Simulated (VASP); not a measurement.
## LiI (rock salt): computed properties

These are PBE GGA, VASP's PBE PAW potentials (set 64) (plane waves; VASP) values and carry that method's errors.

```yaml
space_group: Fm-3m (225)
cell: a = 6.0200 Å, b = 6.0200 Å, c = 6.0200 Å, α = 90.00°, β = 90.00°, γ = 90.00°
volume_per_atom: 27.27 Å³/atom
band gap (over mesh and band path): 4.25 eV
smallest direct gap (over mesh and band path): 4.26 eV
band_edge_character: indirect, K-Γ at 0.79 to Γ
density: 4.07 g/cm³
mean ε∞ (DFPT): 4.13
mean ε∞ (independent particles): 4.51
mean static ε: 21.05
optical Γ-point spectrum: 119 (×3) cm⁻¹
```

```xyz
2
Lattice="0.0000 3.0100 3.0100 3.0100 0.0000 3.0100 3.0100 3.0100 0.0000" Properties=species:S:1:pos:R:3 pbc="T T T"
Li     0.0000     0.0000     0.0000
I      3.0100     3.0100     3.0100
```

Measured: gap 6.40 eV (computed value off by -2.15 eV), as given by Aguado et al., (1998), arXiv:cond-mat/9809176; ε∞ 3.80 at 297 K (computed value off by +8.7 %), as given by H. H. Li, Journal of Physical and Chemical Reference Data (1976), doi:10.1063/1.555536 [long-wavelength limit of the electronic terms of a dispersion formula fitted to measured refractive indices over 0.25-25.0 um; lattice terms left out]. Unless said otherwise, spin-orbit coupling is left out, though it shifts the bands of the heavy elements here.

The compound is LiI in the rock salt structure. The cell was not relaxed at this level.
